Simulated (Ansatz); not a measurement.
System: zinc-blende ZnTe. Method: B3LYP (VWN-RPA form) (plane waves, PAW; Ansatz, a quantum-chemistry and plane-wave program).

Settings: plane-wave cutoff 460 eV, 8×8×8 k mesh, Fermi–Dirac smearing 0.01 eV, scalar-relativistic PAW data made under PBE.

Properties against volume:

```csv
V (Å³/atom),P (GPa),direct gap at Γ (eV)
28.910,2.41,2.328
29.671,1.12,2.185
30.062,0.52,2.115
30.432,0.00,2.049
31.193,-0.98,1.919
31.953,-1.83,1.795
```

A straight line through the gaps at Γ against ln V gives a volume deformation potential dE_g(Γ)/d ln V of -5.3 eV: the gap at Γ widens under compression.

Measured, for comparison: band gap 2.43 eV (zero-point renormalisation of 40 meV (experimental, the table's column) added back here, direct; inputs from Miglio et al. (2020), arXiv:2011.12765).

Spin–orbit coupling is not included; with these elements it can move the gap by several tenths of an eV or more.
